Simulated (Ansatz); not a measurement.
Consider a crystal of Ga5N2 in space group P6/mmm (No. 191), with Ga on 3f and 2d; N on 2e.

Theory: DFT PBE, scalar-relativistic, plane waves, PAW in Ansatz 0.2.0. Cutoff 420 eV, Γ-centred mesh, Gaussian smearing, no spin polarisation.

Formation energies are uncorrected and refer to the elements' standard structures at the same level (N₂ as a molecule).

**Question.** Give the relaxed lattice parameters and positions.

**Answer.**

Space group P6/mmm (No. 191). a = 5.730 Å, b = 5.730 Å, c = 4.724 Å, α = 90.00°, β = 90.00°, γ = 120.00°
| atom | site | symmetry | x | y | z |
| --- | --- | --- | --- | --- | --- |
| Ga | 3f | mmm | 0.5000 | 0.0000 | 0.0000 |
| Ga | 2d | -6m2 | 0.3333 | 0.6667 | 0.5000 |
| N | 2e | 6mm | 0.0000 | 0.0000 | 0.6182 |

Ga on a site of symmetry mmm has 8 Ga at 2.86–2.88 Å and 4 N at 3.39 Å; Ga on a site of symmetry -6m2 is surrounded by 6 Ga at 2.88 Å, 3 Ga at 3.31 Å and 6 N at 3.35 Å; N has 1 N at 1.12 Å and 12 Ga at 3.35–3.39 Å. Another local minimum with the same sites may exist.

**Question.** And its energy and gap?

**Answer.** The formation energy is +0.25 eV/atom. The gap on the 12×12×8 mesh of the 7-atom cell is 0 eV (a metal). The separate elements lie lower, so it is unstable against them.

The last run used Gaussian smearing of 0.10 eV. An odd number of electrons in the primitive cell allows no gap without spin; a larger cell or a magnetic state could open one. A structure relaxed within its symmetry needn't be a true minimum.
